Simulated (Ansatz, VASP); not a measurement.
## Two plane-wave programs on AgI

```
CELL_PARAMETERS angstrom
0.00000 3.25793 3.25793
3.25793 0.00000 3.25793
3.25793 3.25793 0.00000
ATOMIC_POSITIONS crystal
I 0.75000 0.75000 0.75000
Ag 0.00000 0.00000 0.00000
```

Change from the starting cell: volume scaled by 1.02.

Alike in both runs: task single point; functional PBEsol; k mesh 7 × 7 × 7; occupations fermi-dirac, width 0.05 eV; no spin polarisation.

|  | VASP | Ansatz |
| --- | --- | --- |
| version | VASP 6.6.1 | Ansatz 0.2.0 |
| potentials or method | VASP PAW PBE potentials, release 64 (I, Ag) | Ansatz PAW |
| plane-wave cutoff (eV) | 520 | 420 |
| valence electrons in the cell | 18 | 36 |

|  | VASP | Ansatz | Ansatz less VASP |
| --- | --- | --- | --- |
| gap on the k mesh at the Fermi level (eV) | 1.20 | 1.20 | -0.003 |
| least direct gap on the mesh (eV) | 1.20 | 1.20 | -0.003 |
| pressure (GPa) | -1.0 | -1.0 | +0.05 |

The two sets of potentials don't hold the same shells in valence.

Caveats: spin-orbit coupling is left out, which moves the levels of the heavy elements; the PAW data sets were made with another functional, which shifts forces and pressure a little (VASP); odd divisions of the mesh miss points on the zone boundary, where band edges often lie, so the gap on the mesh can be too wide (Ansatz); the PAW data sets come from PBE, with cores solved anew for the run's functional, which leaves a small shift of forces and pressure (Ansatz).
